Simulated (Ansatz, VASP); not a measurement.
**GaP: VASP beside Ansatz**

File INCAR:

```
SYSTEM = GaP
  PREC = Accurate
  ENCUT = 520
  EDIFF = 1E-7
  ISMEAR = -1
  SIGMA = 0.02
  LREAL = .False.
  LASPH = .True.
  NELM = 60
  ALGO = Normal
  ISIF = 2
  LWAVE = .False.
  LCHARG = .True.
  GGA = PE
  LELF = .True.
  LVHAR = .True.
  NBANDS = 16
```

Contents of KPOINTS:

```
Automatic mesh
0
Gamma
  8 8 8
  0 0 0
```

File POSCAR:

```
GaP
1.0
    0.0000000000      2.8791118160      2.8791118160
    2.8791118160      0.0000000000      2.8791118160
    2.8791118160      2.8791118160      0.0000000000
Ga P
1 1
Direct
    0.0000000000      0.0000000000      0.0000000000
    0.2500000000      0.2500000000      0.2500000000
```

Input for Ansatz:

```yaml
crystal:
  lattice:
    - [0.0, 2.879111816, 2.879111816]
    - [2.879111816, 0.0, 2.879111816]
    - [2.879111816, 2.879111816, 0.0]
  atoms:
    - { symbol: Ga, position: [0.0, 0.0, 0.0] }
    - { symbol: P, position: [0.25, 0.25, 0.25] }
kpoints:
  mp_grid: { grid: [8, 8, 8] }
  band_path:
    path:
      - [0.0, 0.0, 0.0]
      - [-0.5, -0.5, 0.0]
      - [-0.375, -0.375, 0.25]
      - [-0.375, 0.0, 0.375]
      - [0.0, 0.0, 0.5]
      - [-0.5, -0.25, 0.25]
      - [-0.45, -0.45, 0.0]
    npoints: 1
hamiltonian:
  xc: pbe
scf:
  occupations: { method: fermi_dirac, width: 0.02 }
  n_extra_bands: 4
output:
  forces: true
  stress: true
  eigenvalues: true
```

Change from the starting cell: hydrostatic strain +5.6%.

Alike in both runs: task single point; functional PBE; k mesh 8 × 8 × 8; occupations fermi-dirac, width 0.02 eV; no spin polarisation.

|  | VASP | Ansatz |
| --- | --- | --- |
| version | VASP 6.6.1 | Ansatz 0.2.0 |
| potentials or method | VASP PAW PBE potentials, release 64 (Ga_d, P) | plane waves, PAW |
| plane-wave cutoff (eV) | 520 | 420 |
| valence electrons in the cell | 18 | 18 |

Ansatz gave:

* pressure (GPa): -7.6

Question: Estimate VASP's values.

Answer: Pressure (GPa): -7.5.

The functional is the same, so the differences come from potentials, cutoffs and numerics.
